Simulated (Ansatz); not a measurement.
## Rh: equation of state with LDA

**What was measured.**

From “Thermal equation of state of rhodium characterized by XRD in a resistively heated diamond anvil cell”, 2024, pmc:11535440, for a bulk crystal of Rh: bulk modulus 264 ± 1 GPa.

The system is Rh.

```
Rh
1.0
     0.00000    1.89785    1.89785
     1.89785    0.00000    1.89785
     1.89785    1.89785    0.00000
Rh
1
Direct
  0.00000 0.00000 0.00000
```

| Quantity | Value |
| --- | --- |
| Program | Ansatz 0.2.0 |
| Task | equation of state |
| Functional | LDA |
| Potentials or basis | all-electron LAPW, scalar-relativistic |
| Basis error allowed | 0.001 eV/atom |
| k mesh | 12 × 12 × 12 |
| Occupations | fermi-dirac, width 0.05 eV |
| Spin | no spin polarisation |

```yaml
Equilibrium_volume: 13.22 Å³/atom
Bulk_modulus: 319 GPa
Pressure_derivative_of_the_bulk_modulus: 5.1
```

Energy against volume, from the lowest point:
```csv
volume (Å³/atom),energy (meV/atom)
12.851,10.05
13.125,0.00
13.398,1.72
13.671,13.82
13.945,35.06
14.218,64.35
14.492,100.70
```

All runs of the series together: 30 s on 1 thread of Arm Neoverse V2, with other jobs on the host.

A measured bulk modulus of Rh is 264 GPa (quoted in “Thermal equation of state of rhodium characterized by XRD in a resistively heated diamond anvil cell”, 2024, pmc:11535440); the calculated 319 GPa misses it by +20.9 %. The fit is for a static lattice scaled at fixed shape and fixed fractional positions.

LDA usually gives volumes a few per cent too small.
